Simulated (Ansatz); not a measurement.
Structure: COD 9004178, as refined from experiment and not relaxed. The listed cell was then made from it by scaling, straining or moving an atom.

ZnO: DFT, PBE, all-electron LAPW, scalar-relativistic (Ansatz 0.2.0). What sets it apart from a plain run of this crystal: volume scaled by 1.02.

Command: `ansatz run input.yaml --threads 1 --pin off --max-ram 4096MiB --backend cpu --events-out ev --progress --plain --runs-dir out` The run took 51 s on 1 thread of Intel(R) Xeon(R) 6975P-C (Granite Rapids), with other jobs on the host, peak memory 0.61 GiB.

```yaml
crystal:
  lattice:
    - [3.2709185479, 0.0, 0.0]
    - [-1.6354592739, 2.8326985562, 0.0]
    - [0.0, 0.0, 5.238263256]
  atoms:
    - { symbol: Zn, position: [0.3333333333, 0.6666666667, 0.0] }
    - { symbol: Zn, position: [0.6666666667, 0.3333333333, 0.5] }
    - { symbol: O, position: [0.3333333333, 0.6666666667, 0.3821] }
    - { symbol: O, position: [0.6666666667, 0.3333333333, 0.8821] }
kpoints:
  mp_grid: { grid: [11, 11, 6] }
  band_path:
    path:
      - [0.0, 0.0, 0.0]
      - [0.5, 0.0, 0.0]
      - [0.3333333333, 0.3333333333, 0.0]
      - [0.0, 0.0, 0.0]
      - [0.0, 0.0, 0.5]
      - [0.5, 0.0, 0.5]
      - [0.3333333333, 0.3333333333, 0.5]
      - [0.0, 0.0, 0.5]
      - [0.5, 0.0, 0.5]
    npoints: 5
scf:
  occupations: { method: fermi_dirac, width: 0.02 }
hamiltonian:
  xc: pbe
  pseudopotentials: { kind: all_electron, lapw: { basis_error: 0.0005 } }
output:
  forces: true
  stress: true
  eigenvalues: true
```

Output (standing set-up lines are left out):

```
LAPW: plane waves up to 10.938 Å⁻¹, error target 5.0e-4 eV per atom; small_component_spin mean_spin; O in spheres of 0.894 Å, 8 of its electrons in bands, Dirac shells []; Zn in spheres of 1.093 Å, 20 of its electrons in bands, Dirac shells []
Crystal: 4 atoms, lattice volume = 48.535 Å³
Basis set: ecut = 455.8584754780609 eV, 1087 PW (Γ), exchange–correlation at level 2
iter 1 solved again at ethr=1.30e-2 eV; its pass at ethr=1.00e-1 eV (dr2=7.27e0 eV) is discarded
SCF iter   1: F=—  HF=-101846.777255 eV  |F-HF|=—  |Δ(HF+E_count)|=         —  Δρ=1.10e-1  dr2=7.27e0  ethr=1.30e-2  ⟨swp⟩=2.0  Hψ=13705  notcnv=0
preconditioner: auto → Resta (q_TF=auto, 2.794 Å⁻¹)  ε∞=6.2  [insulator: Δε(μ)=1.633 eV  Ē_g=13.958 eV  σ=0.020 eV  W_gap=1.00  n_scr=22 (ndim 8)  ℏωp=32.0 eV  f_vac=0.043  D(μ)=0.00/eV (n_scr^D=0)  ε∞_Penn≈6.2]
iter 2 solved again at ethr=2.86e-4 eV; its pass at ethr=1.30e-2 eV (dr2=1.60e-1 eV) is discarded
SCF iter   2: F=—  HF=-101843.780546 eV  |F-HF|=—  |Δ(HF+E_count)|=    3.00e0  Δρ=2.24e-2  dr2=1.59e-1  ethr=2.86e-4  ⟨swp⟩=2.0  Hψ=11524  notcnv=0
SCF iter   3: F=—  HF=-101843.633394 eV  |F-HF|=—  |Δ(HF+E_count)|=   1.47e-1  Δρ=2.61e-2  dr2=4.65e-1  ethr=2.85e-4  ⟨swp⟩=3.0  Hψ=7126  notcnv=0
SCF iter   4: F=—  HF=-101843.681416 eV  |F-HF|=—  |Δ(HF+E_count)|=         —  Δρ=7.39e-3  dr2=3.30e-2  ethr=2.85e-4  ⟨swp⟩=3.0  Hψ=6929  notcnv=0
the basis was enlarged: its passes take 732.6 KiB over the memory plan, 1 of 1 planned eigensolver slots
SCF iter   5: F=—  HF=-101843.572043 eV  |F-HF|=—  |Δ(HF+E_count)|=   1.09e-1  Δρ=4.11e-3  dr2=5.39e-3  ethr=5.89e-5  ⟨swp⟩=3.0  Hψ=6944  notcnv=0
SCF iter   6: F=—  HF=-101843.566030 eV  |F-HF|=—  |Δ(HF+E_count)|=   6.01e-3  Δρ=7.57e-4  dr2=3.96e-4  ethr=9.62e-6  ⟨swp⟩=3.0  Hψ=6926  notcnv=0
SCF iter   7: F=—  HF=-101843.566503 eV  |F-HF|=—  |Δ(HF+E_count)|=   4.73e-4  Δρ=1.92e-4  dr2=2.40e-5  ethr=7.07e-7  ⟨swp⟩=3.0  Hψ=7047  notcnv=0
SCF iter   8: F=—  HF=-101843.566534 eV  |F-HF|=—  |Δ(HF+E_count)|=   3.07e-5  Δρ=5.71e-5  dr2=2.08e-6  ethr=4.29e-8  ⟨swp⟩=3.0  Hψ=6958  notcnv=0
SCF iter   9: F=-101843.566534 eV  HF=-101843.566534 eV  |F-HF|=4.86e-8  |Δ(HF+E_count)|=  1.16e-10  Δρ=1.23e-5  dr2=8.44e-8  ethr=3.71e-9  ⟨swp⟩=3.0  Hψ=6586  notcnv=0
SCF 1 converged in 9 iterations: F = -101843.566534 eV  dr2 = 8.44e-8
NSCF: frozen V_eff on 41 k-points
SCF converged after 9 iterations
Free energy (F): -101843.566534 eV
Harris-Foulkes:  -101843.566534 eV  (|F-HF|=4.86e-8)
Internal energy: -101843.566534 eV  (E = F + TS)
E sigma→0 (E₀):  -101843.566534 eV
Fermi energy:    9.145441 eV
--- Per-component energies (eV) ---
  E_band       = -3146.987922
  E_kinetic    = 103636.564552
  E_xc         = -4368.057189
  E_electrostatic = -201112.073897  (all electrons and nuclei)
  E_smearing   = -0.000000  (= −TS)
  E_closure    = 0.000000  (closes the sum)
  E_atoms      = -101825.636818  (free atoms, spherical and without spin; not in F)
  Σ components = -101843.566534   (vs F -101843.566534, Δ=0.00e0)
  Basis errors (estimates in eV, not in F): energy 2.1e-4 per atom: plane waves 1.9e-4 (1.2e-4 summed), levels above the bands 9.4e-250, relativity 7.4e-8, radial functions 1.9e-5, core shells 1.3e-9; eigenvalues (radial functions only) 3.0e-6; not estimated: angular momenta, meshes, grids; target (lapw.basis_error) 5.0e-4; muffin-tin radii O 0.894 Å, Zn 1.093 Å
--- Forces (eV/Å), atoms counted from 1 ---
  atom   1  Zn    -0.00000000     0.00000000     0.03166970
  atom   2  Zn     0.00000000    -0.00000000     0.03166970
  atom   3  O     -0.00000000     0.00000000    -0.03168649
  atom   4  O      0.00000000    -0.00000000    -0.03168649
  max |Σ_I F_I| component: 3.36e-5 eV/Å
--- Stress (GPa, compression-positive) ---
        1.868305       0.000000       0.000000
       -0.000000       1.868305       0.000000
        0.000000       0.000000       2.250416
  P = ⅓ Tr σ = 1.9957 GPa (19.957 kbar)
--- Band table (eV; the first three rows and the last of 64) ---
  k-point 0: bands = ["-496.1113", "-496.1113", "-114.6638", "-114.6636", "-68.8608", "-68.8580", "-68.8495", "-68.8495", "-68.8490", "-68.8490", "-9.1671", "-8.4672", "3.1136", "3.1136", "3.1957", "3.2913", "3.2913", "3.3084", "4.2321", "4.2321", "4.4345", "4.4345", "4.7189", "7.9790", "7.9790", "8.6550", "8.7398", "8.7398", "9.5311", "13.8901", "16.9415", "21.5125", "21.5125", "22.7443"]
  k-point 1: bands = ["-496.1113", "-496.1113", "-114.6637", "-114.6636", "-68.8606", "-68.8582", "-68.8495", "-68.8495", "-68.8490", "-68.8490", "-9.1225", "-8.5163", "3.1196", "3.1196", "3.1480", "3.1737", "3.2728", "3.2728", "4.2508", "4.2508", "4.4268", "4.4268", "5.0404", "8.0311", "8.0311", "8.1019", "8.6902", "8.6902", "10.1738", "13.6667", "17.1426", "21.5159", "21.5159", "21.8102"]
  k-point 2: bands = ["-496.1113", "-496.1113", "-114.6637", "-114.6636", "-68.8601", "-68.8587", "-68.8494", "-68.8494", "-68.8491", "-68.8491", "-8.9989", "-8.6490", "3.0045", "3.0425", "3.1401", "3.1401", "3.2278", "3.2278", "4.2983", "4.2983", "4.4007", "4.4007", "5.7300", "7.3181", "8.1727", "8.1727", "8.5535", "8.5535", "11.1711", "13.0543", "17.7494", "20.1996", "21.5797", "21.5797"]
  k-point 63: bands = ["-496.1113", "-496.1113", "-114.6636", "-114.6636", "-68.8593", "-68.8593", "-68.8507", "-68.8507", "-68.8503", "-68.8503", "-8.3466", "-8.3466", "3.0908", "3.0908", "3.3858", "3.3858", "3.8203", "3.8203", "4.2698", "4.2698", "4.7145", "4.7145", "5.0780", "5.0780", "6.1815", "6.1815", "7.5612", "7.5612", "16.1529", "16.1529", "17.0853", "17.0853", "17.6961", "17.6961"]
```
